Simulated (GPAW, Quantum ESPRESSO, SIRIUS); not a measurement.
In: 9 runs at one level of theory

```
In
1.0
    -1.62547    1.62547    2.47370
     1.62547   -1.62547    2.47370
     1.62547    1.62547   -2.47370
In
1
Direct
  0.00000 0.00000 0.00000
```

Alike in all runs: task single point; functional PBE; k mesh 11 × 11 × 11; occupations fermi-dirac, width 0.05 eV; no spin polarisation; no spin-orbit coupling. Pressure is positive in compression and, in plane waves, holds the error of the finite cutoff.

```tsv
program and potentials	plane-wave cutoff (eV)	notes	pressure (GPa)
SIRIUS, in-house norm-conserving set, PBE (scalar relativistic)	960	13 valence electrons an atom on average	2.02
SIRIUS, PseudoDojo 0.4.1 PBE standard (scalar relativistic)	960	13 valence electrons an atom on average	1.99
SIRIUS, PseudoDojo 0.5 PBE stringent (scalar relativistic)	1127	21 valence electrons an atom on average	?
SIRIUS, SG15 1.2 PBE (norm-conserving)	960	13 valence electrons an atom on average	2.03
SIRIUS, GBRV 1.5 PBE (ultrasoft)	557	13 valence electrons an atom on average	0.80
SIRIUS, SSSP 1.3.0 PBE efficiency	828	13 valence electrons an atom on average	1.88
SIRIUS, SPMS 1.0 PBE (norm-conserving)	960	13 valence electrons an atom on average	2.08
GPAW, GPAW PAW data sets (gpaw-data 1.2.1)	600	13 valence electrons an atom on average	1.68
Quantum ESPRESSO, SSSP 1.3 efficiency PBE	748	13 valence electrons an atom on average	1.98
```

Question: Estimate from the other rows what the run with SIRIUS, PseudoDojo 0.5 PBE stringent (scalar relativistic) gave.

Answer: Pressure 2.05 GPa. The other rows, which needn't bracket it: pressure 0.80 to 2.08.
